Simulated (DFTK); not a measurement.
**HgTe (Coloradoite) in DFTK: convergence with smearing width**

The system is HgTe (Coloradoite).

```
Hg Te
1.0
     0.00000    3.21450    3.21450
     3.21450    0.00000    3.21450
     3.21450    3.21450    0.00000
Hg Te
1 1
Direct
  0.02763 0.97209 0.00414
  0.73590 0.76326 0.74977
```

The cell isn't the ideal one: atoms moved at random.

| Property | Result |
| --- | --- |
| Program | DFTK 0.8.2 |
| Task | convergence study |
| Functional | LDA |
| Potentials or basis | cp2k.nc.sr.lda.v0_1.semicore.gth (LDA, GTH) |
| Cutoff | 1034 eV |
| k mesh | 3 × 3 × 3 |
| Occupations | fermi-dirac, width 0.5 eV |
| Spin | no spin polarisation |

These are the settings of the first run; the series varies smearing width, with any setting tied to it.

Hardware: 1 thread of Intel(R) Xeon(R) Platinum 8488C (Sapphire Rapids), on a shared host.

**Question.** The values tried are 0.5 eV, 0.3 eV, 0.2 eV, 0.1 eV, 0.05 eV, 0.025 eV, 0.01 eV, loosest first. From which on does the energy stay within 1 meV/atom of the tightest run that finished?

**Answer.** From 0.05 eV on.

| smearing width | energy less the tightest run, at zero smearing (meV/atom) | largest force (eV/Å) | SCF cycles |
| --- | --- | --- | --- |
| 0.5 eV | 19.84 | 0.896 | 11 |
| 0.3 eV | 4.87 | 0.883 | 12 |
| 0.2 eV | -0.02 | 0.892 | 12 |
| 0.1 eV | -1.57 | 0.908 | 12 |
| 0.05 eV | -0.87 | 0.907 | 12 |
| 0.025 eV | -0.34 | 0.906 | 12 |
| 0.01 eV | 0.00 | 0.908 | 11 |

Against the tightest run, the largest force stays within 0.005 eV/Å from 0.1 eV on. The tightest run that finished is the yardstick and may itself not be fully converged.

Caveat, for the tightest run too: the k mesh is coarse (spacing up to 0.56 Å⁻¹), so the values aren't converged; the cutoff is short for these potentials, so energies and forces aren't converged, fitted volumes are rough and the log's stress (off by 3 to 10 GPa or more in trials) isn't used.
